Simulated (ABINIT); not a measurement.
# C (P6_3/mmc) in ABINIT: notebook

One crystal, C, is run at these levels: LDA, PBE; tasks: single point.

The COD entry that gives the cell may itself be a prediction, so a difference from it is no test against experiment.

All numbers are computed with ABINIT 10.8.3 (patched build); they aren't measurements. Logs are shortened: lines on timing, memory, paths and dates and some standing lists are left out, and cuts for length are marked. The log counts tension as positive stress, the text compression.

## 1. The structure

Symmetry: P6_3/mmc, No. 194, hexagonal system. The conventional cell has a = 2.522 Å, b = 2.522 Å, c = 12.356 Å, α = 90.00°, β = 90.00°, γ = 120.00°. Around C (site symmetry 3m) lie 4 C at 1.54 Å. C (site symmetry 3m) has 4 C at 1.54 Å as nearest neighbours. Around C (site symmetry 3m) lie 4 C at 1.54 Å.

This is a hexagonal form of diamond, not graphite.

## 2. Single point, LDA

File run.abi:

```
# Pseudopotentials
pp_dirpath "./"
pseudos "C.LDA_PW-JTH.xml"

# Structure
acell 3*1.0 Angstrom
rprim
     2.5221000000     0.0000000000     0.0000000000
    -1.2610500000     2.1842026709     0.0000000000
     0.0000000000     0.0000000000    12.3557000000
ntypat 1
znucl 6
natom 12
typat 1 1 1 1 1 1 1 1 1 1 1 1
xred
     0.6666666667     0.3333333333     0.3541700000
     0.3333333333     0.6666666667     0.8541700000
     0.6666666667     0.3333333333     0.1458300000
     0.3333333333     0.6666666667     0.6458300000
     0.6666666667     0.3333333333     0.4791700000
     0.3333333333     0.6666666667     0.9791700000
     0.6666666667     0.3333333333     0.0208300000
     0.3333333333     0.6666666667     0.5208300000
     0.0000000000     0.0000000000     0.8125000000
     0.0000000000     0.0000000000     0.3125000000
     0.0000000000     0.0000000000     0.6875000000
     0.0000000000     0.0000000000     0.1875000000

# Plane-wave basis
ecut 20.0
pawecutdg 40.0

# k points
kptopt 1
ngkpt 7 7 2
nshiftk 1
shiftk 0.0 0.0 0.0

# Exchange and correlation
ixc 7

# Bands and occupations
nband 32
occopt 3
tsmear 0.00183747

# SCF cycle
nstep 100
tolvrs 1.0e-9

# Output
iomode 3
prtwf 0
prteig 0
prtebands 0
enunit 1
prtvol 2
prtden 1
prtvha 1
prtvclmb 1
prtpot 1
```

Potentials or basis: JTH PAW LDA v2.0.

The run is started by

```bash
$ abinit run.abi > log 2>&1
```

run.abo:

```text
.Version 10.8.3 of ABINIT
 Symmetries : space group P6_3/m m c (#194); Bravais hP (primitive hexag.)
================================================================================
 Values of the parameters that define the memory need of the present run
     intxc =       0    ionmov =       0      iscf =      17    lmnmax =       8
     lnmax =       4     mgfft =      96  mpssoang =       2    mqgrid =    6648
     natom =      12  nloc_mem =       2    nspden =       1   nspinor =       1
    nsppol =       1      nsym =      24    n1xccc =       1    ntypat =       1
    occopt =       3   xclevel =       1
       mpw =        1983          nfft =       38400          nkpt =          16
 PAW method is used; the additional fine FFT grid is defined by:
   mgfftf=       135    nfftf =    121500
================================================================================
================================================================================

--------------------------------------------------------------------------------
------------- Echo of variables that govern the present computation ------------
--------------------------------------------------------------------------------
 -outvars: echo values of preprocessed input variables --------
            acell      1.8897261259E+00  1.8897261259E+00  1.8897261259E+00 Bohr
              amu      1.20110000E+01
             ecut      2.00000000E+01 Hartree
           enunit           1
              ixc           7
         kptrlatt        7    0    0      0    7    0      0    0    2
          kptrlen      3.33625478E+01
            natom          12
            nband          32
            ngfft          20      20      96
          ngfftdg          30      30     135
             nkpt          16
            nstep         100
             nsym          24
           ntypat           1
           occopt           3
        pawecutdg      4.00000000E+01 Hartree
        prtebands           0
           prteig           0
           prtpot           1
         prtvclmb           1
           prtvha           1
           prtvol           2
            prtwf           0
            rprim      2.5221000000E+00  0.0000000000E+00  0.0000000000E+00
                      -1.2610500000E+00  2.1842026709E+00  0.0000000000E+00
                       0.0000000000E+00  0.0000000000E+00  1.2355700000E+01
          spgroup         194
           tolvrs      1.00000000E-09
           tsmear      1.83747000E-03 Hartree
            typat      1  1  1  1  1  1  1  1  1  1  1  1
           useylm           1
           xangst      1.2610500000E+00  7.2806755697E-01  4.3760182690E+00
                       2.5825260071E-17  1.4561351139E+00  1.0553868269E+01
                       1.2610500000E+00  7.2806755697E-01  1.8018317310E+00
                       2.5825260071E-17  1.4561351139E+00  7.9796817310E+00
                       1.2610500000E+00  7.2806755697E-01  5.9204807690E+00
                       2.5825260071E-17  1.4561351139E+00  1.2098330769E+01
                       1.2610500000E+00  7.2806755697E-01  2.5736923100E-01
                       2.5825260071E-17  1.4561351139E+00  6.4352192310E+00
                      -1.8667289936E-16 -8.0831736523E-17  1.0039006250E+01
                      -1.8667289936E-16 -8.0831736523E-17  3.8611562500E+00
                      -1.8667289936E-16 -8.0831736523E-17  8.4945437500E+00
                      -1.8667289936E-16 -8.0831736523E-17  2.3166937500E+00
            xcart      2.3830391311E+00  1.3758482838E+00  8.2694760504E+00
                       4.8802668664E-17  2.7516965677E+00  1.9943920597E+01
                       2.3830391311E+00  1.3758482838E+00  3.4049684966E+00
                       4.8802668664E-17  2.7516965677E+00  1.5079413043E+01
                       2.3830391311E+00  1.3758482838E+00  1.1188087187E+01
                       4.8802668664E-17  2.7516965677E+00  2.2862531734E+01
                       2.3830391311E+00  1.3758482838E+00  4.8635735983E-01
                       4.8802668664E-17  2.7516965677E+00  1.2160801907E+01
                      -3.5276065492E-16 -1.5274984431E-16  1.8970972389E+01
                      -3.5276065492E-16 -1.5274984431E-16  7.2965278418E+00
                      -3.5276065492E-16 -1.5274984431E-16  1.6052361252E+01
                      -3.5276065492E-16 -1.5274984431E-16  4.3779167051E+00
             xred      6.6666666667E-01  3.3333333333E-01  3.5417000000E-01
[... 319 lines left out ...]
   6.77294    6.99943    7.29344    8.22038    8.25290    8.28282    9.19930    9.34925
  15.24094   15.94000   16.13950   16.31311   16.79248   17.55869   17.64484   17.89815
 kpt#   3, nband= 32, wtk=  0.06122, kpt=  0.2857  0.0000  0.0000 (reduced coord)
  -9.39037   -8.66592   -8.61252   -6.46685   -6.43226   -3.77774   -1.75516    0.70448
   1.07686    1.42145    2.06840    2.31879    3.39093    3.42300    4.65829    4.86070
   5.28187    5.32369    5.91389    6.57506    6.93153    6.94105    7.76264    8.08414
  14.52196   15.24629   15.51692   16.94379   17.22220   17.78340   17.85013   18.22033
 kpt#   4, nband= 32, wtk=  0.06122, kpt=  0.4286  0.0000  0.0000 (reduced coord)
  -7.02424   -6.37873   -6.26804   -4.54458   -4.33670   -2.91973   -2.70553   -2.60078
[... 48 lines left out ...]
 kpt#  14, nband= 32, wtk=  0.12245, kpt=  0.2857  0.1429  0.5000 (reduced coord)
  -7.75975   -7.75975   -6.31185   -6.31184   -3.66156   -3.66156   -1.07716   -1.07716
  -0.03307   -0.03307    1.56121    1.56121    2.03731    2.03731    3.02967    3.02967
   3.90911    3.90911    5.03633    5.03633    5.51863    5.51863    6.91965    6.91965
  15.87628   15.87628   17.61039   17.61039   17.80328   17.80328   18.41895   18.41900
 kpt#  15, nband= 32, wtk=  0.06122, kpt=  0.4286  0.1429  0.5000 (reduced coord)
  -5.46145   -5.46145   -4.79896   -4.79896   -3.54652   -3.54652   -2.80914   -2.80913
  -0.89320   -0.89320   -0.59939   -0.59938    2.15085    2.15085    2.71265    2.71265
   3.33790    3.33790    4.45031    4.45032    5.15824    5.15824    6.32413    6.32413
  16.03768   16.03768   16.88743   16.88743   17.46852   17.46852   17.97911   17.97912
 kpt#  16, nband= 32, wtk=  0.06122, kpt=  0.2857  0.2857  0.5000 (reduced coord)
  -5.50819   -5.50819   -4.24967   -4.24967   -2.95928   -2.95928   -1.49182   -1.49182
  -1.39328   -1.39328   -0.22436   -0.22436    0.74916    0.74916    1.95911    1.95911
   2.51104    2.51104    3.57568    3.57568    5.18784    5.18784    5.59779    5.59779
  15.80133   15.80133   17.15953   17.15953   18.72213   18.72213   20.30584   20.30586
 Total charge density [el/Bohr^3]
)     Maximum=    2.8301E-01  at reduced coord.    0.3333    0.6667    0.6148
)Next maximum=    2.8301E-01  at reduced coord.    0.6667    0.3333    0.3852
)     Minimum=    1.0831E-02  at reduced coord.    0.3333    0.6667    0.2519
)Next minimum=    1.0831E-02  at reduced coord.    0.6667    0.3333    0.7481
   Integrated=    4.8000E+01

--- !EnergyTerms
iteration_state     : {dtset: 1, }
comment             : Components of total free energy in Hartree
kinetic             :  4.14026047180522E+01
hartree             :  5.81099510137656E+00
xc                  : -2.57703980381156E+01
Ewald energy        : -7.66856351182917E+01
psp_core            :  5.52018783632234E+00
local_psp           : -2.80911979799506E+01
PAW spherical_terms :  8.65496241115084E+00
internal            : -6.91584810694559E+01
'-kT*entropy'       :  3.75982039814120E-15
total_energy        : -6.91584810694559E+01
total_energy_eV     : -1.88189814056633E+03
...

--- !EnergyTermsDC
iteration_state     : {dtset: 1, }
comment             : '"Double-counting" decomposition of free energy'
band_energy         :  1.85345927728705E+00
Ewald energy        : -7.66856351182917E+01
psp_core            :  5.52018783632234E+00
xc_dc               : -4.46698756151494E+00
PAW spherical_terms :  4.62049553294085E+00
internal            : -6.91584800332564E+01
'-kT*entropy'       :  3.75982039814120E-15
total_energy_dc     : -6.91584800332564E+01
total_energy_dc_eV  : -1.88189811236990E+03
...

--- !EnergyTermsWithPAWCore
iteration_state     : {dtset: 1, }
comment             : 'Components of total free energy, including PAW core contributions'
Total energy        : -4.53756633671871E+02
Total energy DC     : -4.53756632635671E+02
Total energy (eV)   : -1.23473470205214E+04
Total energy DC (eV): -1.23473469923250E+04
...

 Cartesian components of stress tensor (hartree/bohr^3)
  sigma(1 1)=  5.49969952E-04  sigma(3 2)=  0.00000000E+00
  sigma(2 2)=  5.49969951E-04  sigma(3 1)=  0.00000000E+00
  sigma(3 3)=  2.72541576E-04  sigma(2 1)=  0.00000000E+00

-Cartesian components of stress tensor (GPa)         [Pressure= -1.3460E+01 GPa]
- sigma(1 1)=  1.61806746E+01  sigma(3 2)=  0.00000000E+00
- sigma(2 2)=  1.61806746E+01  sigma(3 1)=  0.00000000E+00
- sigma(3 3)=  8.01845000E+00  sigma(2 1)=  0.00000000E+00

== END DATASET(S) ==============================================================
================================================================================

 -outvars: echo values of variables after computation  --------
            acell      1.8897261259E+00  1.8897261259E+00  1.8897261259E+00 Bohr
           etotal     -6.9158480033E+01
            fcart     -4.2372025936E-29  1.2775383636E-28  6.0125841423E-03
                      -9.8868060517E-29 -1.6580817060E-28  6.0125841423E-03
                       1.2711607781E-28 -3.5336167505E-29 -6.0125841423E-03
                      -4.2372025936E-29  1.2775383636E-28 -6.0125841423E-03
                       2.4010814697E-28  9.5135835589E-29 -4.8716028896E-04
                      -4.2372025936E-29  1.9298983791E-28 -4.8716028896E-04
                       1.4124008645E-29 -1.6580817060E-28  4.8716028896E-04
                      -9.8868060517E-29 -1.0057216905E-28  4.8716028896E-04
                       7.0620043227E-29 -6.7954168278E-29  6.6361176751E-03
                      -1.5536409510E-28 -1.3319016982E-28  6.6361176751E-03
                      -4.2372025936E-29  6.2517834816E-29 -6.6361176751E-03
                       7.0620043227E-29  6.2517834816E-29 -6.6361176751E-03
            rprim      2.5221000000E+00  0.0000000000E+00  0.0000000000E+00
                      -1.2610500000E+00  2.1842026709E+00  0.0000000000E+00
                       0.0000000000E+00  0.0000000000E+00  1.2355700000E+01
           strten      5.4996995157E-04  5.4996995139E-04  2.7254157591E-04
                       0.0000000000E+00  0.0000000000E+00  0.0000000000E+00
           xangst      1.2610500000E+00  7.2806755697E-01  4.3760182690E+00
                       2.5825260071E-17  1.4561351139E+00  1.0553868269E+01
                       1.2610500000E+00  7.2806755697E-01  1.8018317310E+00
                       2.5825260071E-17  1.4561351139E+00  7.9796817310E+00
                       1.2610500000E+00  7.2806755697E-01  5.9204807690E+00
                       2.5825260071E-17  1.4561351139E+00  1.2098330769E+01
                       1.2610500000E+00  7.2806755697E-01  2.5736923100E-01
                       2.5825260071E-17  1.4561351139E+00  6.4352192310E+00
                      -1.8667289936E-16 -8.0831736523E-17  1.0039006250E+01
                      -1.8667289936E-16 -8.0831736523E-17  3.8611562500E+00
                      -1.8667289936E-16 -8.0831736523E-17  8.4945437500E+00
                      -1.8667289936E-16 -8.0831736523E-17  2.3166937500E+00
             xred      6.6666666667E-01  3.3333333333E-01  3.5417000000E-01
                       3.3333333333E-01  6.6666666667E-01  8.5417000000E-01
                       6.6666666667E-01  3.3333333333E-01  1.4583000000E-01
                       3.3333333333E-01  6.6666666667E-01  6.4583000000E-01
                       6.6666666667E-01  3.3333333333E-01  4.7917000000E-01
                       3.3333333333E-01  6.6666666667E-01  9.7917000000E-01
                       6.6666666667E-01  3.3333333333E-01  2.0830000000E-02
                       3.3333333333E-01  6.6666666667E-01  5.2083000000E-01
                      -9.2518585385E-17 -3.7007434154E-17  8.1250000000E-01
                      -9.2518585385E-17 -3.7007434154E-17  3.1250000000E-01
                      -9.2518585385E-17 -3.7007434154E-17  6.8750000000E-01
                      -9.2518585385E-17 -3.7007434154E-17  1.8750000000E-01
 Calculation completed.
```

Run time: 31 s. Hardware: 1 thread of Arm Neoverse V2, shared host; peak memory 0.11 GiB.

What came out:

```
Free energy            : -1881.8981 eV
Pressure               : -13.5 GPa
Largest force          : 0.341 eV/Å
Band gap on the k mesh : 4.38 eV, indirect (least direct gap 5.25 eV)
```

Forces on the atoms (eV/Å):
```
C    0.000  0.000  0.309
C    0.000  0.000  0.309
C    0.000  0.000 -0.309
C    0.000  0.000 -0.309
C    0.000  0.000 -0.025
C    0.000  0.000 -0.025
C    0.000  0.000  0.025
C    0.000  0.000  0.025
C    0.000  0.000  0.341
C    0.000  0.000  0.341
C    0.000  0.000 -0.341
C    0.000  0.000 -0.341
```

Caveat: an odd mesh through Γ misses points on the zone boundary, where band edges often lie; the atomic spheres overlap.

## 3. Single point, PBE

File run.abi:

```
# Pseudopotentials
pp_dirpath "./"
pseudos "C.GGA_PBE-JTH.xml"

# Structure
acell 2.5221 2.5221 12.3557 Angstrom
rprim
     1.0000000000     0.0000000000     0.0000000000
    -0.5000000000     0.8660254038     0.0000000000
     0.0000000000     0.0000000000     1.0000000000
ntypat 1
znucl 6
natom 12
typat 1 1 1 1 1 1 1 1 1 1 1 1
xcart
     2.3830391297     1.3758482828     8.2694760448
    -0.0000000002     2.7516965659    19.9439205838
     2.3830391297     1.3758482828     3.4049684943
    -0.0000000002     2.7516965659    15.0794130333
     2.3830391297     1.3758482828    11.1880871795
    -0.0000000002     2.7516965659    22.8625317185
     2.3830391297     1.3758482828     0.4863573595
    -0.0000000002     2.7516965659    12.1608018985
     0.0000000000     0.0000000000    18.9709723759
     0.0000000000     0.0000000000     7.2965278369
     0.0000000000     0.0000000000    16.0523612412
     0.0000000000     0.0000000000     4.3779167021

# Plane-wave basis
ecut 20.0
pawecutdg 40.0

# k points
kptopt 1
ngkpt 10 10 2
nshiftk 1
shiftk 0.0 0.0 0.0

# Exchange and correlation
ixc 11

# Bands and occupations
nband 32
occopt 3
tsmear 0.05 eV

# SCF cycle
nstep 100
tolvrs 1.0e-9

# Output
iomode 3
prtwf 0
prtden 0
prteig 0
prtebands 0
enunit 1
```

Potentials or basis: JTH PAW PBE v2.0.

The run is started by

```bash
$ abinit run.abi > log 2>&1
```

Run time: 63 s. Hardware: 1 thread of Arm Neoverse V2, shared host; peak memory 0.16 GiB.

The run converged. Its results:

```
Free energy            : -1875.0249 eV
Pressure               : 1.6 GPa
Largest force          : 0.331 eV/Å
Band gap on the k mesh : 4.37 eV, indirect (least direct gap 5.30 eV)
```

Forces on the atoms (eV/Å):
```
C    0.000  0.000  0.305
C    0.000  0.000  0.305
C    0.000  0.000 -0.305
C    0.000  0.000 -0.305
C    0.000  0.000 -0.027
C    0.000  0.000 -0.027
C    0.000  0.000  0.027
C    0.000  0.000  0.027
C    0.000  0.000  0.331
C    0.000  0.000  0.331
C    0.000  0.000 -0.331
C    0.000  0.000 -0.331
```

Stress tensor (GPa, compression positive):
```
-1.14  0.00  0.00
 0.00 -1.14  0.00
 0.00  0.00  6.93
```

Levels at points of the mesh, in eV from the valence-band top:
| k point | band 22 | band 23 | band 24 | band 25 | band 26 | band 27 |
| --- | --- | --- | --- | --- | --- | --- |
| (0.00, 0.00, 0.00) | -0.15 | 0.00 | 0.00 | 5.30 | 5.30 | 5.67 |
| (0.50, 0.00, 0.00) | -4.05 | -3.63 | -2.89 | 4.52 | 5.09 | 5.26 |
| (0.00, 0.00, 0.50) | -0.33 | -0.33 | -0.33 | 5.70 | 5.70 | 5.70 |
| (0.50, 0.00, 0.50) | -3.76 | -3.24 | -3.24 | 4.69 | 4.69 | 5.89 |

Caveat: the atomic spheres overlap. Expect the measured gap to be larger: semilocal functionals such as PBE lack the derivative discontinuity.
